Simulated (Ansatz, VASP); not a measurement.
**PtSe2: VASP beside Ansatz**

INCAR

```
  PREC = Accurate
  ENCUT = 520
  EDIFF = 1E-6
  ISMEAR = 0
  SIGMA = 0.15
  LREAL = F
  LASPH = T
  NELM = 80
  ALGO = Normal
  ISIF = 2
  LWAVE = F
  LCHARG = F
  GGA = PE
  NBANDS = 18
```

File KPOINTS:

```
Automatic mesh
0
Gamma
  12 12 10
```

File POSCAR:

```
PtSe2
1.0
    4.0219206530      0.0000000000      0.0000000000
   -2.0109603265      3.4830854575      0.0000000000
    0.0000000000      0.0000000000      5.2644800000
Pt Se
1 2
Direct
    0.0000000000      0.0000000000      0.0000000000
    0.3333333333      0.6666666667      0.2500000000
    0.6666666667      0.3333333333      0.7500000000
```

Input for Ansatz:

```yaml
crystal:
  lattice:
    - [4.021920653, 0.0, 0.0]
    - [-2.0109603265, 3.4830854575, 0.0]
    - [0.0, 0.0, 5.26448]
  atoms:
    - { symbol: Pt, position: [0.0, 0.0, 0.0] }
    - { symbol: Se, position: [0.3333333333, 0.6666666667, 0.25] }
    - { symbol: Se, position: [0.6666666667, 0.3333333333, 0.75] }
basis:
  ecutwfc: 420
kpoints:
  mp_grid: { grid: [12, 12, 10] }
hamiltonian:
  xc: pbe
scf:
  occupations: { method: gaussian, width: 0.15 }
output:
  forces: true
  stress: true
  eigenvalues: true
```

Change from the starting cell: strain +0.080 along x and y, +0.040 along z, atoms carried along.

Alike in both runs: task single point; functional PBE; k mesh 12 × 12 × 10; occupations gaussian, width 0.15 eV; no spin polarisation.

|  | VASP | Ansatz |
| --- | --- | --- |
| version | VASP 6.6.1 | Ansatz 0.2.0 |
| potentials or method | VASP PAW PBE potentials, release 64 (Pt, Se) | scalar-relativistic, plane waves, PAW |
| plane-wave cutoff (eV) | 520 | 420 |
| valence electrons in the cell | 22 | 50 |

|  | VASP | Ansatz | Ansatz less VASP |
| --- | --- | --- | --- |
| gap on the k mesh at the Fermi level (eV) | none | none | - |
| pressure (GPa) | -11.3 | -11.3 | +0.04 |
| largest component of the traceless stress (GPa) | 4.06 | 4.06 | +0.002 |
| rms of the force components (eV/Å) | 0.517 | 0.516 | -0.0004 |

Atom by atom the forces differ by 0.000 eV/Å (rms over components). A gap of «none» marks a metal or a gap that the smearing closes. The functional is the same, so the differences come from potentials, cutoffs and numerics. The two sets of potentials don't hold the same shells in valence.

Caveats: forces of over 1 eV/Å show positions far from the minimum, so gaps and moduli don't describe the material at rest. The runs have no spin-orbit coupling, so splittings on Pt are missing.
